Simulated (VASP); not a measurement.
BN:

```xyz
2
Lattice="1.2561 0.7252 3.9023 -1.2561 0.7252 3.9023 0.0000 -1.4504 3.9023" Properties=species:S:1:pos:R:3 pbc="T T T"
B     0.0000    0.0000   11.7019
N     0.0000    0.0000    3.8969
```

The cell is a database's computed one.

```yaml
Program: VASP 6.6.1
Task: relaxation of cell and atoms
Functional: PBE
Dispersion: D3(BJ)
Potentials_or_basis: VASP PAW PBE potentials, release 64 (B, N)
Cutoff: 600 eV
k_mesh: 12 × 12 × 12
Occupations: gaussian, width 0.02 eV
Spin: no spin polarisation
```

At the start: pressure -1.8 GPa; volume 10.66 Å³/atom.

Problem. How do energy, volume and symmetry change on relaxing?

Solution. Over 16 steps the energy falls by 16.3 meV/atom and the volume is 8.91 Å³/atom (-16.5 %); space group R3m (No. 160, to 0.05 Å).

The path:
```
step  energy change (eV)  largest force (eV/Å)  pressure (GPa)  volume (Å³)
   1              0.0000                0.0015           -1.84        21.33
   2             -0.0003                0.0002            1.70        20.95
   3             -0.0012                0.0006            0.00        21.12
   4             -0.0035                0.0004            0.09        20.93
   5             -0.0106                0.0027            0.20        20.34
   6             -0.0238                0.0032            0.61        19.18
   7             -0.0264                0.0351            2.58        16.85
   8             -0.0314                0.0061            1.29        18.10
   9              0.0040                0.0070          -11.82        18.46
  10             -0.0321                0.0047           -0.39        18.14
  11             -0.0321                0.0048           -0.34        18.14
  12             -0.0321                0.0048           -0.29        18.14
  13             -0.0324                0.0108           -0.23        18.05
  14             -0.0326                0.0501           -0.09        17.82
  15             -0.0326                0.0405           -0.17        17.88
  16             -0.0326                0.0067            0.20        17.81
```

Final structure:
```cif
data_structure
_symmetry_space_group_name_H-M 'P 1'
_symmetry_Int_Tables_number 1
_cell_length_a 3.5817
_cell_length_b 3.5817
_cell_length_c 3.5817
_cell_angle_alpha 40.944
_cell_angle_beta 40.944
_cell_angle_gamma 40.944
_cell_volume 17.81
loop_
_atom_site_label
_atom_site_type_symbol
_atom_site_fract_x
_atom_site_fract_y
_atom_site_fract_z
_atom_site_occupancy
B1 B 0.99974 0.99974 0.99974 1
N1 N 0.33270 0.33270 0.33270 1
```

Caveat: the volume moved by over 15 % at a fixed basis, so the end points are rough.
